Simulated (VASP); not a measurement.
A run of VASP 6.6.1:

The input INCAR:

```
PREC = Accurate
ENCUT = 520
EDIFF = 1E-6
ISMEAR = 0
SIGMA = 0.028000000000000004
LREAL = False
LASPH = True
NELM = 100
ALGO = Normal
ISIF = 2
LWAVE = False
LCHARG = False
GGA = PE
NBANDS = 11
```

File KPOINTS:

```
Automatic mesh
0
Gamma
  13 13 13
```

POSCAR

```
C
1.0
    0.0000000000      1.7833700000      1.7833700000
    1.7833700000      0.0000000000      1.7833700000
    1.7833700000      1.7833700000      0.0000000000
C
2
Direct
    0.7500000000      0.7500000000      0.7500000000
    0.5000000000      0.5000000000      0.5000000000
```

Potentials or basis: VASP PAW PBE potentials, release 64 (C).

The run is started by

```bash
$ cat potpaw_PBE.64/C/POTCAR > POTCAR
$ mpirun -np 1 vasp_std > vasp.out
```

Hardware: 1 thread of AMD EPYC 7R43 64-Core Processor (Zen 3) (shared host).

Question: Estimate the wall time of this run.

Answer: Run time: 19 s on 1 thread of AMD EPYC 7R43 64-Core Processor (Zen 3), with other jobs on the host, peak memory 0.08 GiB. Counts: scf iterations 11, k points 84.
